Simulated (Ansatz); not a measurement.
## BaS: frozen-core PAW against all-electron methods

```yaml
crystal:
  lattice:
    - [0.00000, 3.19375, 3.19375]
    - [3.19375, 0.00000, 3.19375]
    - [3.19375, 3.19375, 0.00000]
  atoms:
    - { symbol: Ba, position: [0.00000, 0.00000, 0.00000] }
    - { symbol: S, position: [0.50000, 0.50000, 0.50000] }
```

Atoms are numbered in the order listed.

The cell is COD entry 9008600, as deposited and not checked against the literature; nothing was relaxed.

Spin–orbit coupling is left out, though it moves levels of the heavy atoms by tenths of an eV or more.

Methods: DFT, PBEsol, PAW with Ansatz's default frozen-core files, scalar-relativistic (Ansatz 0.2.0); DFT, PBEsol, all-electron PAW with datasets made for the crystal, scalar-relativistic (Ansatz 0.2.0); DFT, PBEsol, all-electron LAPW, scalar-relativistic (Ansatz 0.2.0).

For PAW: a Γ-centred 8×8×8 k mesh, Fermi–Dirac smearing of 0.02 eV, cutoff 420 eV, no spin polarisation; the PAW files were made with PBE, and the program remakes their frozen cores for this functional. The crystal-made all-electron datasets (AE datasets) take a cutoff of 260 eV at this cell. LAPW targets a basis error of 0.25 meV/atom. The Ansatz runs share mesh, smearing and spin set-up. Plane-wave (PAW) pressures include the program's estimate of the Pulay term.

Stress and pressure are positive in compression.

Levels count from the top of the valence band.

```
                      quantity     PAW  AE datasets    LAPW
                pressure (GPa)   -1.15        -1.15   -1.15
                 band gap (eV)   2.081        2.082   2.082
highest filled level at Γ (eV)   0.000        0.000   0.000
  lowest empty level at Γ (eV)   3.499        3.499   3.499
highest filled level at X (eV)  -0.108       -0.108  -0.108
  lowest empty level at X (eV)   2.081        2.082   2.082
highest filled level at L (eV)  -1.031       -1.030  -1.030
  lowest empty level at L (eV)   5.390        5.391   5.391
```

PAW's pressure differs from the LAPW value by about 0.01 GPa or less.
